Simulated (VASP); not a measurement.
## CdTe: single point with PBEsol

**Measured values to compare with.**

A printed reference work, data compilation reports, for a bulk crystal of CdTe at 0 K: band gap 1.607 eV.

The system is CdTe.

```
Cd Te
1.0
     0.00000    3.24467    3.24467
     3.24467    0.00000    3.24467
     3.24467    3.24467    0.00000
Cd Te
1 1
Direct
  0.00000 0.00000 0.00000
  0.75000 0.75000 0.75000
```

```
Program             : VASP 6.6.1
Task                : single point
Functional          : PBEsol
Potentials or basis : VASP PAW PBE potentials, release 64 (Cd, Te)
Cutoff              : 520 eV
k mesh              : 8 × 8 × 8
Occupations         : gaussian, width 0.05 eV
Spin                : no spin polarisation
```

The pressure is 0.2 GPa and the band gap on the k mesh is 0.65 eV, direct.

Levels at points of the mesh, in eV from the valence-band top:
```
           k point  band 7  band 8  band 9  band 10  band 11  band 12
(0.00, 0.00, 0.00)    0.00    0.00    0.00     0.65     4.55     4.55
(0.50, 0.00, 0.00)   -4.45   -0.78   -0.78     1.73     5.13     5.13
(0.50, 0.50, 0.00)   -4.33   -1.87   -1.87     2.50     2.60     8.70
```

Run time: 13 s on 1 thread of Intel(R) Xeon(R) 6975P-C (Granite Rapids) (shared host), peak memory 0.21 GiB.

Measured gap of CdTe: 1.607 eV (0 K; a printed reference work, data compilation). This calculation gives 0.65 eV (-0.96 eV). Spin-orbit coupling on Cd, Te is left out. The value is that of PBEsol, without temperature or zero-point motion. Semilocal functionals fall short of measured gaps as a rule.

Caveat: the PAW data sets were made with another functional, which shifts forces and pressure a little; spin-orbit coupling is left out, which moves the levels of the heavy elements.
